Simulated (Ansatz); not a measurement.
GeO₂ (rutile)

```yaml
crystal:
  lattice:
    - [4.48750, 0.00000, 0.00000]
    - [0.00000, 4.48750, 0.00000]
    - [0.00000, 0.00000, 2.90497]
  atoms:
    - { symbol: Ge, position: [0.00000, 0.00000, 0.00000] }
    - { symbol: Ge, position: [0.50000, 0.50000, 0.50000] }
    - { symbol: O, position: [0.30714, 0.30714, 0.00000] }
    - { symbol: O, position: [0.80714, 0.19286, 0.50000] }
    - { symbol: O, position: [0.19286, 0.80714, 0.50000] }
    - { symbol: O, position: [0.69286, 0.69286, 0.00000] }
```

Equation-of-state scan: isotropic scaling of the cell above, V₀ being its volume. The atoms relax within the cell's symmetry.

Calculation: PBE (plane waves to 420 eV, PAW, scalar-relativistic; Ansatz, an electronic-structure program). k mesh 8×8×11 (Γ-centred), Fermi-Dirac smearing 0.05 eV. Energies are smeared free energies. Stress and pressure are positive under compression. GeO2 was relaxed with its symmetry unable to fall. ΔE is measured from the relaxed starting cell.

```csv
V (Å³/atom),P (GPa),ΔE (eV/atom)
8.775,28.9,0.0793
8.937,22.8,0.0532
9.100,17.3,___
9.262,12.3,0.0179
9.425,7.8,0.0077
9.587,3.7,___
9.750,0.0,0.0000
9.912,-3.4,___
10.075,-6.4,0.0067
10.237,-9.1,0.0146
10.400,-11.6,0.0251
10.562,-13.8,0.0380
10.725,-15.8,0.0531
```

### Question
Some entries are withheld; supply them.

### Answer

- 9.100, ΔE (eV/atom): 0.0328
- 9.587, ΔE (eV/atom): 0.0019
- 9.912, ΔE (eV/atom): 0.0017

(A scan under strain: stresses follow from slopes of the energy per volume, elastic moduli from its curvatures.)
